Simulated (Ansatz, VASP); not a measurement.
## One calculation of BeS, two programs

File INCAR:

```
PREC = Accurate
ENCUT = 520
EDIFF = 1E-7
ISMEAR = 0
SIGMA = 0.02
LREAL = False
LASPH = True
NELM = 80
ALGO = Normal
ISIF = 2
LWAVE = False
LCHARG = False
GGA = PE
NBANDS = 11
```

Contents of KPOINTS:

```
Automatic mesh
0
Gamma
  8 8 8
```

Contents of POSCAR:

```
BeS
1.0
    0.0000000000      2.3624704743      2.3624704743
    2.3624704743      0.0000000000      2.3624704743
    2.3624704743      2.3624704743      0.0000000000
Be S
1 1
Direct
    0.0000000000      0.0000000000      0.0000000000
    0.2500000000      0.2500000000      0.2500000000
```

Input for Ansatz:

```yaml
crystal:
  lattice:
    - [0.0, 2.3624704743, 2.3624704743]
    - [2.3624704743, 0.0, 2.3624704743]
    - [2.3624704743, 2.3624704743, 0.0]
  atoms:
    - { symbol: Be, position: [0.0, 0.0, 0.0] }
    - { symbol: S, position: [0.25, 0.25, 0.25] }
basis:
  ecutwfc: 420
kpoints:
  mp_grid: { grid: [8, 8, 8] }
hamiltonian:
  xc: pbe
scf:
  occupations: { method: gaussian, width: 0.02 }
output:
  forces: true
  stress: true
  eigenvalues: true
```

Alike in both runs: task single point; functional PBE; k mesh 8 × 8 × 8; occupations gaussian, width 0.02 eV; no spin polarisation.

|  | VASP | Ansatz |
| --- | --- | --- |
| version | VASP 6.6.1 | Ansatz 0.2.0 |
| potentials or method | VASP PAW PBE potentials, release 64 (Be, S) | scalar-relativistic, plane waves, PAW |
| plane-wave cutoff (eV) | 520 | 420 |
| valence electrons in the cell | 8 | 8 |

|  | VASP | Ansatz | Ansatz less VASP |
| --- | --- | --- | --- |
| gap on the k mesh at the Fermi level (eV) | 2.92 | 2.92 | -0.001 |
| least direct gap on the mesh (eV) | 5.62 | 5.60 | -0.020 |
| pressure (GPa) | 10.5 | 10.5 | 0.00 |

A k mesh can miss the band edges.
